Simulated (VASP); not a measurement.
Crystal: Si2Ni.

```xyz
3
Lattice="0.0000 2.7030 2.7030 2.7030 0.0000 2.7030 2.7030 2.7030 0.0000" Properties=species:S:1:pos:R:3 pbc="T T T"
Ni    0.0000    0.0000    0.0000
Si    4.0545    4.0545    4.0545
Si    1.3515    1.3515    1.3515
```

- Program: VASP 6.6.1
- Task: single point
- Functional: PBE
- Potentials or basis: VASP PAW PBE potentials, release 64 (Ni, Si)
- Cutoff: 520 eV
- k mesh: 9 × 9 × 9
- Occupations: fermi-dirac, width 0.05 eV
- Spin: collinear spin, ferromagnetic start
- Starting moments: [1.0, 0.0, 0.0] μB

On this cell: pressure 3.8 GPa; largest force zero by symmetry; net moment 0.00 μB per cell; band gap on the k mesh none (metal or under the smearing width).

The same run follows on a disturbed copy (atoms moved at random, drawn with an rms of 0.05 Å):

```
Ni Si
1.0
     0.00000    2.70300    2.70300
     2.70300    0.00000    2.70300
     2.70300    2.70300    0.00000
Ni Si
1 2
Direct
  0.00493 0.00989 0.99540
  0.75332 0.75088 0.76642
  0.24470 0.25296 0.25518
```

Q: What does the disturbed cell give?

A: The energy (extrapolated to zero smearing) moves by +7.4 meV/atom; pressure 3.9 GPa; largest force 0.466 eV/Å; net moment 0.00 μB per cell; band gap on the k mesh none (metal or under the smearing width).

Forces in eV/Å, atoms in the order of the input:
```
Ni   0.177  0.250 -0.351
Si  -0.212 -0.410  0.064
Si   0.035  0.161  0.287
```

Stress tensor (GPa, compression positive):
```
3.92 0.69 1.53
0.69 4.00 0.64
1.53 0.64 3.84
```
